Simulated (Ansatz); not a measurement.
Runs of Ansatz 0.2.0 on Bi2Se3 (Paraguanajuatite). Symmetry: R-3m, No. 166, trigonal system. Conventional cell: a = 4.143 Å, b = 4.143 Å, c = 28.636 Å, α = 90.00°, β = 90.00°, γ = 120.00°. Bi (site symmetry 3m) has 6 Se at 2.85 to 3.07 Å as nearest neighbours. Around Se (site symmetry 3m) lie 3 Bi at 2.85 Å. Around Se (site symmetry -3m) lie 6 Bi at 3.07 Å. 

| task | level | potentials or basis | spin | cutoff (eV) | points for each segment of the path | gap on the mesh (eV) | pressure (GPa) | V0 of scaled cells (Å³/atom) | B0 (GPa) | largest force (eV/Å) |
| --- | --- | --- | --- | --- | --- | --- | --- | --- | --- | --- |
| equation of state | PBEsol | Ansatz PAW | off | 420 | - | - | - | 28.24 | 64 | - |
| band structure | revPBE | Ansatz PAW | off | 420 | 14 | (a) | (b) | - | - | 0.16 |
| equation of state | LDA | JTH PAW LDA | off | 1800 | - | - | - | 27.56 | 68 | - |
| band structure | r2SCAN | Ansatz PAW | SOC, no magnetisation | 500 | 14 | 0.21 | (c) | - | - | 0.11 |

Alike in all rows: cell as given; k mesh 8 × 8 × 8; smearing fermi-dirac 0.05 eV.

**Question.** Estimate the missing entries.

**Answer.** (a) 0.27; (b) 3.8; (c) 1.7.

Caveats: the cell was scaled at fixed shape and fractional positions, which overstates the stiffness of a crystal with free parameters, most of all of layers and chains (some runs); spin-orbit coupling is left out, which moves the levels of the heavy elements (some runs); the PAW data sets come from PBE, with cores solved anew for the run's functional, which leaves a small shift of forces and pressure (some runs); spin-orbit coupling is left out, which as a rule narrows the gap of such compounds by several tenths of an eV (some runs).

A k mesh can miss the band edges, and rows without SOC leave out spin-orbit coupling on Bi, Se.

Runs at the PBE level aren't shown here.
